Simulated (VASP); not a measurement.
Here is a VASP 6.6.1 calculation.

POSCAR

```
SrTiO3                                  
1.0
    3.8947475962      0.0000000000      0.0000000000
    0.0000000000      3.8947475962      0.0000000000
    0.0000000000      0.0000000000      3.8947475962
  Sr              Ti              O             
     1     1     3
Direct
     0.5000000000000000    0.5000000000000000    0.5000000000000000
     0.0000000000000000    0.0000000000000000    0.0000000000000000
     0.5000000000000000    0.0000000000000000    0.0000000000000000
     0.0000000000000000    0.5000000000000000    0.0000000000000000
     0.0000000000000000    0.0000000000000000    0.5000000000000000
```

Contents of INCAR.step1:

```
PREC = Accurate
ENCUT = 520
EDIFF = 1E-5
ISMEAR = 0
SIGMA = 0.03
LREAL = F
LASPH = T
NELM = 80
ALGO = Normal
ISIF = 2
LWAVE = T
LCHARG = F
LNONCOLLINEAR = T
MAGMOM = 0 0 0 0 0 0 0 0 0 0 0 0 0 0 0
LORBIT = 11
LSORBIT = T
GGA_COMPAT = F
LMAXMIX = 4
KPAR = 4
GGA = PE
```

Contents of INCAR.step2:

```
PREC = Accurate
ENCUT = 520
EDIFF = 1E-6
ISMEAR = 0
SIGMA = 0.03
LREAL = F
LASPH = T
NELM = 80
ALGO = Normal
ISIF = 2
LWAVE = F
LCHARG = F
LNONCOLLINEAR = T
MAGMOM = 0 0 0 0 0 0 0 0 0 0 0 0 0 0 0
LORBIT = 11
LSORBIT = T
GGA_COMPAT = F
LMAXMIX = 4
GGA = PE
LHFCALC = T
HFSCREEN = 0.2
PRECFOCK = Fast
KPAR = 4
ISTART = 1
```

File KPOINTS:

```
regular mesh
0
Gamma
  4 4 4
```

File KPOINTS_OPT:

```
explicit points
4
Reciprocal
 0.0000000000  0.0000000000  0.0000000000 1
 0.5000000000  0.5000000000  0.0000000000 1
 0.5000000000  0.5000000000  0.5000000000 1
 0.0000000000  0.5000000000  0.0000000000 1
```

Potentials or basis: VASP PAW PBE potentials, release 64 (Sr_sv, Ti_sv, O).

Launch:

```bash
$ cat potpaw_PBE.64/Sr_sv/POTCAR potpaw_PBE.64/Ti_sv/POTCAR potpaw_PBE.64/O/POTCAR > POTCAR
$ cp INCAR.step1 INCAR
$ mpirun -np 4 vasp_ncl > vasp.out
$ cp INCAR.step2 INCAR
$ mpirun -np 4 vasp_ncl > vasp.out
```

(1) Predict the pressure.

Results:

(1) 0.6 GPa.

Caveat: the k mesh is coarse (spacing up to 0.40 Å⁻¹), so the values aren't converged, least of all with exact exchange; the PAW data sets were made with another functional, which shifts forces and pressure a little.
